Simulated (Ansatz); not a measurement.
## BN (P6_3/mmc): the dielectric response by several routes

Wanted: ε∞ of BN (P6_3/mmc) from perturbation theory, a sum over states and the RPA step of G0W0, with cost.

Main program and level: Ansatz 0.2.0; linear response on PBE, plane waves, PAW.

The database entry behind the starting cell differs from later determinations by our own check (about 0.3 % short, minor phase), so it need not match the best structure at ambient conditions.

**1. The starting structure**

Symmetry: P6_3/mmc, No. 194, hexagonal system. Conventional cell: a = 2.498 Å, b = 2.498 Å, c = 6.636 Å, α = 90.00°, β = 90.00°, γ = 120.00°. Nearest to B lie 3 N at 1.44 Å. N has 3 B at 1.44 Å nearest. Farther neighbours and most contacts between anions are not listed.

As a file:

```cif
data_structure
_symmetry_space_group_name_H-M 'P 1'
_symmetry_Int_Tables_number 1
_cell_length_a 2.4982
_cell_length_b 2.4982
_cell_length_c 6.6357
_cell_angle_alpha 90.000
_cell_angle_beta 90.000
_cell_angle_gamma 120.000
_cell_volume 35.87
loop_
_atom_site_label
_atom_site_type_symbol
_atom_site_fract_x
_atom_site_fract_y
_atom_site_fract_z
_atom_site_occupancy
B1 B 0.33333 0.66667 0.25000 1
B2 B 0.66667 0.33333 0.75000 1
N3 N 0.33333 0.66667 0.75000 1
N4 N 0.66667 0.33333 0.25000 1
```

The cell and positions come from the Crystallography Open Database and are kept as given unless a step says otherwise. The default PAW set here is soft_2. Its files were made with PBE.

**2. Response to a homogeneous field**

ε∞ sets how strongly the crystal screens. Perturbation theory gives it with local fields and without a sum over empty bands.

This step: dielectric response by perturbation theory, PBE, plane waves, PAW.

input.yaml

```yaml
crystal:
  lattice:
    - [2.49824, 0.0, 0.0]
    - [-1.24912, 2.1635393048, 0.0]
    - [0.0, 0.0, 6.6357]
  atoms:
    - { symbol: B, position: [0.3333333333, 0.6666666667, 0.25] }
    - { symbol: B, position: [0.6666666667, 0.3333333333, 0.75] }
    - { symbol: "N", position: [0.3333333333, 0.6666666667, 0.75] }
    - { symbol: "N", position: [0.6666666667, 0.3333333333, 0.25] }
kpoints:
  mp_grid: { grid: [9, 9, 4] }
hamiltonian:
  xc: pbe
scf:
  occupations: { method: fixed }
dielectric: {}
```

Started as:

```
ansatz run input.yaml --threads 2 --pin off --max-ram 92160MiB --backend cuda --events-out ev --progress --plain --runs-dir out --devices 1 --max-vram 13GiB  # rebuilt from the run's record
```

Numbers of over 12 decimals in the logs are rounded to 6 here.

The program printed:

```text
GPUs: using 1 of 1 available (devices: 1).
Engine: ansatz 0.2.0, x86_64-unknown-linux-gnu
Pseudopotentials: kind: paw
Pseudopotential: B, paw, valence charge 3, recommended cutoff 420 eV (normal), B.paw.azcp
Pseudopotential: N, paw, valence charge 5, recommended cutoff 420 eV (normal), N.paw.azcp
Functional definition: PBE
  parameter kappa = 0.804
  parameter beta = 0.066725
  exchange = pbe_x(kappa = kappa, mu = beta*pi^2/3)
  correlation = pbe_c(beta = beta)
device memory: the entry about to start is reckoned to put 0.9 GiB on a device that reports 59.1 GiB free (of which the cap on the GPU budget leaves the run 13.0 GiB)
GPU FFT provider: cuFFT
GPU libraries: cuBLAS 13.8.2, cuFFT 12.4.0, cuSOLVER 12.3.4
Crystal: 4 atoms, lattice volume = 35.866 Å³
Basis set: ecut = 420 eV, 689 PW (Γ), exchange–correlation on 36×36×96 points (8 copies of the dense FFT grid, shifted against one another)
Bands: 12, of which v1, the nominal top of the filled ones, is band 8 counted from 1 (7 counted from 0)
Symmetry: 24 space group operations
k-points: 95 of 324 (irreducible under 2 space group operations, time reversal used)
Non-local potential: B, projectors of the file, l = 0: 2, l = 1: 2, l = 2: 1
Non-local potential: N, projectors of the file, l = 0: 2, l = 1: 2, l = 2: 1
PAW form: soft (Blöchl's): semilocal exchange-correlation on the pseudo side does not see the compensation charge
PAW one-centre angular grid: B, 110 points (default); XC on 64 Gauss nodes
PAW one-centre angular grid: N, 110 points (default); XC on 64 Gauss nodes
Initial density: superposition of atomic densities (neutral atoms: chi_scale 0, normalization atom), corrected by the library's trained network
Initial wavefunctions: pseudopotential atomic-orbital guess
GPU buffer pool allocated for 15552 grid points (all kernels)
GPU transforms: local potential and band sums: pruned to the plane-wave sphere, on 18×18×45
Functional: x = pbe(κ = 0.804, μ = 0.219515), c = pbe(β = 0.066725)
SCF iter   1: F=—  HF=-1084.800458 eV  |F-HF|=—  |Δ(HF+E_count)|=         —  Δρ=1.47e-3  dr2=2.08e-4  ethr=1.77e-3  ⟨swp⟩=5.0  Hψ=6262  notcnv=0  defer=166
preconditioner: auto → none  [insulator: Δε(μ)=4.408 eV  Ē_g=15.891 eV  n_scr=4 (ndim 8)  ℏωp=24.8 eV  f_vac=0.021  ε∞_Penn≈3.4]
SCF iter   2: F=—  HF=-1084.801506 eV  |F-HF|=—  |Δ(HF+E_count)|=   1.05e-3  Δρ=7.38e-4  dr2=4.09e-5  ethr=1.30e-6  ⟨swp⟩=2.2  Hψ=2795  notcnv=0  defer=190
SCF iter   3: F=—  HF=-1084.801824 eV  |F-HF|=—  |Δ(HF+E_count)|=   3.18e-4  Δρ=3.23e-4  dr2=8.84e-6  ethr=2.55e-7  ⟨swp⟩=2.0  Hψ=2060  notcnv=0  defer=184
SCF iter   4: F=—  HF=-1084.801888 eV  |F-HF|=—  |Δ(HF+E_count)|=   6.44e-5  Δρ=2.38e-5  dr2=6.75e-8  ethr=5.53e-8  ⟨swp⟩=2.0  Hψ=1959  notcnv=0  defer=123
SCF iter   5: F=—  HF=-1084.801894 eV  |F-HF|=—  |Δ(HF+E_count)|=   5.30e-6  Δρ=4.56e-6  dr2=4.66e-9  ethr=4.22e-10  ⟨swp⟩=2.0  Hψ=1896  notcnv=0  defer=16
SCF iter   6: F=-1084.801894 eV  HF=-1084.801894 eV  |F-HF|=1.69e-10  |Δ(HF+E_count)|=   9.34e-9  Δρ=6.27e-7  dr2=8.82e-11  ethr=1.00e-12  ⟨swp⟩=2.8  Hψ=5463  notcnv=0
SCF 1 converged in 6 iterations: F = -1084.801894 eV  dr2 = 8.82e-11
  greatest PAW one-centre occupation: 0.798 electrons in one spin orbital (limit 2), on the N atom at site 3 (counted from 0), in its partial waves of l = 0
the response reads at least the filled bands of the reference SCF and the lowest empty band at each k-point, and that SCF's band table does not vouch for those bands. The notice of the band table in this run's record says why
device memory: the entry about to start is reckoned to put 0.3 GiB on a device that reports 59.5 GiB free (of which the cap on the GPU budget leaves the run 13.0 GiB)
NSCF: frozen V_eff on 1 k-points
device memory: the entry about to start is reckoned to put 0.3 GiB on a device that reports 59.6 GiB free (of which the cap on the GPU budget leaves the run 13.0 GiB)
NSCF: frozen V_eff on 1 k-points
device memory: the entry about to start is reckoned to put 0.3 GiB on a device that reports 59.6 GiB free (of which the cap on the GPU budget leaves the run 13.0 GiB)
NSCF: frozen V_eff on 1 k-points
device memory: the entry about to start is reckoned to put 0.3 GiB on a device that reports 59.7 GiB free (of which the cap on the GPU budget leaves the run 13.0 GiB)
NSCF: frozen V_eff on 1 k-points
device memory: the entry about to start is reckoned to put 0.1 GiB on a device that reports 62.7 GiB free (of which the cap on the GPU budget leaves the run 13.0 GiB)
device memory: the entry about to start is reckoned to put 0.6 GiB on a device that reports 62.2 GiB free (of which the cap on the GPU budget leaves the run 13.0 GiB)
DFPT response loops at Γ: preconditioner auto → Resta (q_TF=auto, 2.385 Å⁻¹)  ε∞=3.7 (no band partly filled); β = 1.00, the filter's whole step (`scf.mixing.beta` (0.50) is not read by the response loops at its default; to damp them type it under 1.00, their step now; it binds the ground state too); Broyden in place of MSR1
── the response to a field inside a basis, on 10×10×4 k-points: an SCF that follows is theirs, and a resumed run solves both again ──
device memory: the entry about to start is reckoned to put 0.2 GiB on a device that reports 63.1 GiB free (of which the cap on the GPU budget leaves the run 13.0 GiB)
GPU FFT provider: cuFFT
GPU libraries: cuBLAS 13.8.2, cuFFT 12.4.0, cuSOLVER 12.3.4
Bands: 9, of which v1, the nominal top of the filled ones, is band 8 counted from 1 (7 counted from 0)
k-points: 60 of 400 (irreducible under 8 space group operations)
Initial density: handed on by an earlier stage of this run
Initial wavefunctions: pseudopotential atomic-orbital guess (no wavefunctions were taken with the density)
GPU buffer pool allocated for 15552 grid points (all kernels)
GPU transforms: band sums: pruned to the plane-wave sphere, on 18×18×45
Eigensolver: Dense (60 Hₖ)
SCF iter   1: F=—  HF=-1084.806355 eV  |F-HF|=—  |Δ(HF+E_count)|=         —  Δρ=3.86e-4  dr2=7.47e-6  ethr=1.00e-1
preconditioner: auto → none  [insulator: Δε(μ)=4.391 eV  Ē_g=13.279 eV  n_scr=4 (ndim 8)  ℏωp=24.8 eV  f_vac=0.019  ε∞_Penn≈4.5]
SCF iter   2: F=—  HF=-1084.806363 eV  |F-HF|=—  |Δ(HF+E_count)|=   8.35e-6  Δρ=1.85e-4  dr2=1.87e-6  ethr=4.67e-8
SCF iter   3: F=—  HF=-1084.806367 eV  |F-HF|=—  |Δ(HF+E_count)|=   3.31e-6  Δρ=6.09e-5  dr2=6.14e-7  ethr=1.17e-8
SCF iter   4: F=-1084.806367 eV  HF=-1084.806367 eV  |F-HF|=2.58e-9  |Δ(HF+E_count)|=   1.13e-8  Δρ=6.27e-6  dr2=4.86e-9  ethr=3.84e-9
SCF 1 converged in 4 iterations: F = -1084.806367 eV  dr2 = 4.86e-9
  greatest PAW one-centre occupation: 0.798 electrons in one spin orbital (limit 2), on the N atom at site 2 (counted from 0), in its partial waves of l = 0
device memory: the entry about to start is reckoned to put 0.1 GiB on a device that reports 63.0 GiB free (of which the cap on the GPU budget leaves the run 13.0 GiB)
device memory: the entry about to start is reckoned to put 0.8 GiB on a device that reports 63.0 GiB free (of which the cap on the GPU budget leaves the run 12.9 GiB)
DFPT response loops at Γ: mixed as the last ones told, above
SCF converged after 6 iterations
Free energy (F): -1084.801894 eV
Harris-Foulkes:  -1084.801894 eV  (|F-HF|=1.69e-10)
Internal energy: -1084.801894 eV  (E = F + TS)
E sigma→0 (E₀):  -1084.801894 eV
Fermi energy:    4.792865 eV
--- Per-component energies (eV) ---
  E_band       = -37.450026
  E_kinetic    = 367.633502
  E_local      = -693.889875  (includes V_loc(G=0)·N_el)
  E_nonlocal   = 115.818270
  E_hartree    = 223.929323
  E_xc         = -184.630987
  E_vxc        = -229.079888  (∫ρ·V_xc dr)
  E_paw        = -413.731116  (= ΣΔE_a)
  E_vpaw       = -45.791029  (= ΣTr[D̂ρ^β])
  E_aug_tail   = 0.000198  (compensation charges beyond the density's cutoff)
  E_ewald      = -499.931209
  E_smearing   = -0.000000  (= −TS)
  E_closure    = -0.000000  (closes the sum)
  Σ components = -1084.801894   (vs F -1084.801894, Δ=0.00e0)
--- Band table (eV; the first three rows and the last of 95) ---
  k-point 0: bands = [... 4 lower, 3.4723, 3.4723, 3.5094, 3.5094, 10.0608, 15.1420, 16.4271, 16.4271]
  k-point 1: bands = [... 4 lower, 3.4778, 3.4778, 3.5036, 3.5036, 10.7627, 14.2440, 16.4450, 16.4450]
  k-point 2: bands = [... 4 lower, 3.4903, 3.4903, 3.4903, 3.4903, 12.4359, 12.4359, 16.4878, 16.4878]
  k-point 94: bands = [... 4 lower, -0.4534, -0.4534, 2.9565, 2.9565, 11.2840, 11.2840, 16.4863, 16.4863]
--- Dielectric response (ions clamped): 3 representative field directions + reference, inside a basis on a mesh of 400 k-points (Σ response iterations 12) ---
  ε∞ (high-frequency dielectric tensor):
        4.740898     0.000000    -0.000000
        0.000000     4.740898     0.000000
       -0.000000     0.000000     2.688705
  Born effective charges Z* (e; rows j = field, columns β = displacement):
    site 0:
         2.71128    0.00000    0.00000
        -0.00000    2.71128    0.00000
         0.00000    0.00000    0.74391
    site 1:
         2.71128   -0.00000    0.00000
         0.00000    2.71128    0.00000
         0.00000    0.00000    0.74391
    site 2:
        -2.71128   -0.00000   -0.00000
         0.00000   -2.71128   -0.00000
        -0.00000   -0.00000   -0.74391
    site 3:
        -2.71128   -0.00000   -0.00000
        -0.00000   -2.71128   -0.00000
        -0.00000   -0.00000   -0.74391
  Z* charge neutrality: 2.049e-3 e pre-enforcement
  solved inside a basis spanned on kpoints, on 10×10×4 k-points, its susceptibility summed on 18×18×6: ε∞ is read to err by 1.3e-2, Z* by 9.9e-3 e (field_mesh: kpoints solves on kpoints); Z* is corrected for what the basis lacks
```

Wall time 18 s (1 × NVIDIA H100 80GB HBM3 (shared by 6 runs) with 2 threads of AMD EPYC 7R13 (Zen 3), shared host); peak memory 1.2 GiB.

Numbers from this step:

| Quantity | Value |
| --- | --- |
| stated error of ε∞ | 0.013 |

One over ε∞ averages 0.26, near the quarter of exact exchange in PBE0.

High-frequency dielectric tensor:

```
4.74 0.00 0.00
0.00 4.74 0.00
0.00 0.00 2.69
```

Born effective charge (e), principal values of the symmetric part by kind of site:

| atom | atoms with these values | low | middle | high | mean |
| --- | --- | --- | --- | --- | --- |
| B1 | 2 | 0.74 | 2.71 | 2.71 | 2.06 |
| N3 | 2 | -2.71 | -2.71 | -0.74 | -2.06 |

In full for B1:

```
2.71 0.00 0.00
0.00 2.71 0.00
0.00 0.00 0.74
```

**3. Independent-particle spectrum**

The independent-particle spectrum shows where the oscillator strength lies, before excitons and local fields.

This step: independent-particle optics on PBE, plane waves, PAW.

Changes to input.yaml since step 2:

```diff
@@ -11,3 +11,3 @@
 kpoints:
-  mp_grid: { grid: [9, 9, 4] }
+  mp_grid: { grid: [12, 12, 4] }
 hamiltonian:
@@ -16,2 +16,4 @@
   occupations: { method: fixed }
-dielectric: {}
+  n_extra_bands: 24
+output:
+  optics: { e_range: [0, 25], de: 0.1, sigma: 0.2 }
```

The program printed:

```text
[...]
GPUs: using 1 of 1 available (devices: 1).
[...]
GPU FFT provider: cuFFT
GPU libraries: cuBLAS 13.8.2, cuFFT 12.4.0, cuSOLVER 12.3.4
Crystal: 4 atoms, lattice volume = 35.866 Å³
Basis set: ecut = 420 eV, 689 PW (Γ)
Bands: 32, of which v1, the nominal top of the filled ones, is band 8 counted from 1 (7 counted from 0)
Symmetry: 24 space group operations
[...]
k-points: 57 of 576
[...]
GPU buffer pool allocated for 14580 grid points (all kernels)
[...]
SCF iter   1: F=—  HF=-1084.799712 eV  |F-HF|=—  |Δ(HF+E_count)|=         —  Δρ=1.42e-3  dr2=2.17e-4  ethr=1.77e-3  ⟨swp⟩=4.0  Hψ=6349  notcnv=0  defer=1186
[...]
SCF iter   8: F=-1084.801869 eV  HF=-1084.801869 eV  |F-HF|=6.82e-13  |Δ(HF+E_count)|=  2.30e-11  Δρ=6.24e-8  dr2=5.43e-13  ethr=1.00e-12  ⟨swp⟩=7.6  Hψ=10002  notcnv=0
SCF 1 converged in 8 iterations: F = -1084.801869 eV  dr2 = 5.43e-13
[...]
Optics k sum: 0 of 57 k-points
Optics k sum: 3 of 57 k-points
[...]
Optics k sum: 57 of 57 k-points
[...]
SCF converged after 8 iterations
Free energy (F): -1084.801869 eV
[...]
Internal energy: -1084.801869 eV  (E = F + TS)
E sigma→0 (E₀):  -1084.801869 eV
Fermi energy:    4.792870 eV
[...]
--- Band table (eV; the first three rows and the last of 57) ---
  k-point 0: bands = [... 4 lower, 3.4723, 3.4723, 3.5094, 3.5094, 10.0609, 15.1421, 16.4271, 16.4271, ... 20 higher]
  k-point 1: bands = [... 4 lower, 3.4778, 3.4778, 3.5036, 3.5036, 10.7628, 14.2440, 16.4450, 16.4450, ... 20 higher]
  k-point 2: bands = [... 4 lower, 3.4903, 3.4903, 3.4903, 3.4903, 12.4360, 12.4360, 16.4878, 16.4878, ... 20 higher]
  k-point 56: bands = [... 4 lower, -2.3641, -2.3641, 4.7929, 4.7929, 9.4565, 9.4565, 16.8378, 16.8378, ... 20 higher]
```

The job ended after 23 s (1 × NVIDIA H100 80GB HBM3 (shared by 6 runs) with 2 threads; peak memory 1.1 GiB; 42 s of CPU time).

This step gave:

```
ε∞ without local fields (xx, yy, zz)                                   : 4.838, 4.838, 3.018
electrons in the f-sum (xx, yy, zz)                                    : 13.34, 13.34, 12.26
bands in the explicit sum (the static value is completed to all bands) : 32
```

The sum gives ε∞ = 4.84 and 3.02 without local fields.

The ε₂ has structure finer than the step of the table below, so its rows give means over 1 eV, whole bins alone (the curve runs from 0 to 25 eV). Peaks (eV: height): xx=yy 5.7: 13.6, 14.1: 9.31; zz 5.0: 1.33, 10.0: 7.79, 13.6: 5.94, 18.3: 1.66.

Independent particles, no local fields, Gaussian width 0.2 eV. ε₂ against photon energy; means over each step:

| photon energy (eV) | xx=yy | zz |
| --- | --- | --- |
| 3 | 0 | 0 |
| 4 | 0.0531 | 0.0135 |
| 5 | 6.29 | 1.06 |
| 6 | 9.81 | 0.829 |
| 7 | 3.09 | 0.467 |
| 8 | 1.47 | 0.333 |
| 9 | 0.854 | 0.657 |
| 10 | 0.596 | 6.22 |
| 11 | 0.664 | 4.31 |
| 12 | 0.692 | 2.49 |
| 13 | 3.95 | 3.45 |
| 14 | 8.39 | 4.30 |
| 15 | 5.31 | 1.34 |
| 16 | 3.46 | 0.735 |
| 17 | 2.79 | 0.594 |
| 18 | 2.18 | 1.18 |
| 19 | 1.65 | 1.20 |
| 20 | 1.33 | 1.14 |
| 21 | 1.08 | 0.847 |
| 22 | 0.833 | 0.495 |
| 23 | 0.683 | 0.684 |
| 24 | 0.547 | 0.778 |

The loss function has structure finer than the step of the table below, so its rows give means over 1 eV, whole bins alone (the curve runs from 0 to 25 eV). Peaks (eV: height): xx=yy 8.0: 0.635; zz 12.2: 0.470, 16.3: 1.50, 21.5: 1.28, 24.0: 0.918.

Independent particles, no local fields, Gaussian width 0.2 eV. Table of loss function by photon energy; means over each step:

| photon energy (eV) | xx=yy | zz |
| --- | --- | --- |
| 3 | 0 | 0 |
| 4 | 5.1e-4 | 8.0e-4 |
| 5 | 0.0400 | 0.0747 |
| 6 | 0.102 | 0.0841 |
| 7 | 0.322 | 0.0441 |
| 8 | 0.589 | 0.0220 |
| 9 | 0.331 | 0.0158 |
| 10 | 0.118 | 0.0988 |
| 11 | 0.0660 | 0.224 |
| 12 | 0.0381 | 0.367 |
| 13 | 0.0459 | 0.166 |
| 14 | 0.106 | 0.216 |
| 15 | 0.180 | 0.488 |
| 16 | 0.261 | 1.29 |
| 17 | 0.315 | 0.939 |
| 18 | 0.376 | 0.441 |
| 19 | 0.465 | 0.697 |
| 20 | 0.578 | 0.780 |
| 21 | 0.706 | 1.05 |
| 22 | 0.873 | 0.971 |
| 23 | 1.20 | 0.515 |
| 24 | 1.58 | 0.806 |

[end of part 1 of 2]

[Paths, hosts, dates, memory and timing lines, banners, echoed tables and standing remarks are left out of the program output.]

[Logs are printed without paths, hosts, clocks, repeated set-up lines and the standing remarks that a program may print on its own settings, such as how far it seeks lower states.]

[Runs of the session that timed out or met a known fault of the program may be left out.]

[Cells called generated may have been cut or substituted from an entry of the Crystallography Open Database or the Materials Project.]

[Hosts, paths, dates, database ids (printed as entryN), source tags and the programs' standing remarks are cut or masked in the printed files.]
